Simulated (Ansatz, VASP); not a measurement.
One calculation of Ge, two programs

```
CELL_PARAMETERS angstrom
4.03280 0.00000 0.00000
-2.01640 3.49251 0.00000
0.00000 0.00000 6.65981
ATOMIC_POSITIONS crystal
Ge 0.66667 0.33333 0.06306
Ge 0.33333 0.66667 0.56306
Ge 0.66667 0.33333 0.43694
Ge 0.33333 0.66667 0.93694
```

Alike in both runs: functional BLYP; dispersion D3(BJ); k mesh 8 × 8 × 4; occupations fermi-dirac, width 0.1 eV; no spin polarisation.

Ansatz relaxed the structure, and its values are those at the end. VASP's run is a single point on that final structure, the one shown.

```csv
,VASP,Ansatz
version,VASP 6.6.1,Ansatz 0.2.0
potentials or method,"VASP PAW PBE potentials, release 64 (Ge_d)","plane waves, PAW"
plane-wave cutoff (eV),520,550
valence electrons in the cell,56,56
```

|  | VASP | Ansatz | Ansatz less VASP |
| --- | --- | --- | --- |
| pressure (GPa) | 0.2 | 0.0 | -0.18 |
| dispersion energy (meV/atom) | -657.9 | -658.0 | -0.07 |

Ansatz warned: «stress_scf_threshold_loose».

Caveats: the PAW data sets were made with another functional, which shifts forces and pressure a little (VASP).
